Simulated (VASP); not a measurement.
Wanted: the native input for a VASP 6.6.1 run.

- Task: single point
- Functional: HSE06
- Potentials or basis: VASP PAW PBE potentials, release 64 (Al, As)
- Cutoff: 520 eV
- k mesh: 5 × 5 × 5
- Occupations: fermi-dirac, width 0.02 eV
- Spin: no spin polarisation
- Grid for exact exchange (PRECFOCK): Fast
- Screening parameter: 0.2 1/A
- Further INCAR settings: ALGO = Normal; EDIFF = 1e-06; NBANDS = 11

The system is AlAs.

```
Al As
1.0
     0.00000    2.83040    2.83040
     2.83040    0.00000    2.83040
     2.83040    2.83040    0.00000
Al As
1 1
Direct
  0.00000 0.00000 0.00000
  0.25000 0.25000 0.25000
```

These files were run (other wordings do the same):

POSCAR

```
AlAs
1.0
    0.0000000000      2.8304000000      2.8304000000
    2.8304000000      0.0000000000      2.8304000000
    2.8304000000      2.8304000000      0.0000000000
Al As
1 1
Direct
    0.0000000000      0.0000000000      0.0000000000
    0.2500000000      0.2500000000      0.2500000000
```

INCAR.step1

```
ALGO     = Normal         # electronic algorithm
EDIFF    = 1E-5           # SCF threshold, eV
ENCUT    = 520            # plane-wave cutoff, eV
GGA      = PE             # functional
ISIF     = 2              # what is computed and relaxed
ISMEAR   = -1             # smearing method
KPAR     = 4            
LASPH    = T              # aspherical terms in the spheres
LCHARG   = F              # write CHGCAR
LREAL    = F              # projectors in reciprocal space
LWAVE    = T              # write WAVECAR
NBANDS   = 11             # bands
NELM     = 60             # most SCF steps
PREC     = Accurate       # precision mode
SIGMA    = 0.02           # smearing width, eV
```

INCAR.step2

```
ALGO     = Normal         # electronic algorithm
EDIFF    = 1E-6           # SCF threshold, eV
ENCUT    = 520            # plane-wave cutoff, eV
GGA      = PE             # functional
HFSCREEN = 0.2            # screening, 1/A
ISIF     = 2              # what is computed and relaxed
ISMEAR   = -1             # smearing method
ISTART   = 1            
KPAR     = 4            
LASPH    = T              # aspherical terms in the spheres
LCHARG   = F              # write CHGCAR
LHFCALC  = T              # exact exchange
LREAL    = F              # projectors in reciprocal space
LWAVE    = F              # write WAVECAR
NBANDS   = 11             # bands
NELM     = 60             # most SCF steps
PREC     = Accurate       # precision mode
PRECFOCK = Fast         
SIGMA    = 0.02           # smearing width, eV
```

KPOINTS

```
k-points
0
Gamma
  5 5 5
```

Potentials or basis: VASP PAW PBE potentials, release 64 (Al, As).

The run is started by

```sh
$ cat potpaw_PBE.64/Al/POTCAR potpaw_PBE.64/As/POTCAR > POTCAR
$ cp INCAR.step1 INCAR
$ mpirun -np 4 vasp_std > vasp.out
$ cp INCAR.step2 INCAR
$ mpirun -np 4 vasp_std > vasp.out
```

It gave:

```json
{
  "Pressure": "0.7 GPa",
  "Band gap on the k mesh": "2.33 eV, indirect (least direct gap 2.96 eV)"
}
```

Caveat: the PAW data sets were made with another functional, which shifts forces and pressure a little; an odd mesh through Γ misses points on the zone boundary, where band edges often lie.

Wall time 37 s on 4 MPI ranks on Intel(R) Xeon(R) 6975P-C (Granite Rapids), with other jobs on the host, peak memory 0.25 GiB a rank.
